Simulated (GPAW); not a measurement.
Crystal: BeTe.

```xyz
2
Lattice="0.0000 2.7700 2.7700 2.7700 0.0000 2.7700 2.7700 2.7700 0.0000" Properties=species:S:1:pos:R:3 pbc="T T T"
Te    4.1550    4.1550    4.1550
Be    0.0000    0.0000    0.0000
```

Base run:

| Property | Result |
| --- | --- |
| Program | GPAW 26.7.0 |
| Functional | RPBE |
| Potentials or basis | the program's PAW data sets (release 1.2.1) made for this functional |
| Cutoff | 800 eV |
| Basis | pw |
| k mesh | 8 × 8 × 8 |
| Occupations | fermi-dirac, width 0.05 eV |
| Spin | no spin polarisation |

Its results: band gap on the k mesh 1.94 eV, indirect (least direct gap 3.61 eV); pressure 6.2 GPa.

Question: The run is repeated on the same cell with these changes: functional from RPBE to LDA; occupations from fermi-dirac, width 0.05 eV to gaussian, width 0.02 eV. What comes out?

Answer: Band gap on the k mesh 1.77 eV, indirect (least direct gap 3.58 eV); pressure 0.6 GPa.

Caveats: spin-orbit coupling is left out, which moves the levels of the heavy elements.
